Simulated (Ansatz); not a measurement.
System: Sb (fcc type), 1 atom in the cell.

```
Sb
1.0
     0.00000    2.39570    2.39570
     2.39570    0.00000    2.39570
     2.39570    2.39570    0.00000
Sb
1
Cartesian
  0.0000 0.0000 0.0000
```

Code and potentials: Ansatz PAW hard set, 700 eV. Settings of the plain PBE run: k-mesh 4×4×4 Γ-centred; Fermi–Dirac smearing of 0.15 eV; no spin polarisation; no spin–orbit coupling.

Plain PBE gives:

```json
{"Pressure": "-1.62 GPa"}
```

**Question.** What changes under PBE with spin–orbit coupling?

**Answer.** The pressure goes up by 0.16 GPa to -1.46 GPa.

The stress includes the program's correction for the finite plane-wave basis.

The k-mesh is coarse, so these values belong to this mesh and can lie far from the converged ones. This cubic structure is a model: it isn't the usual form of the substance at ambient conditions, and such phases are metastable or hypothetical.
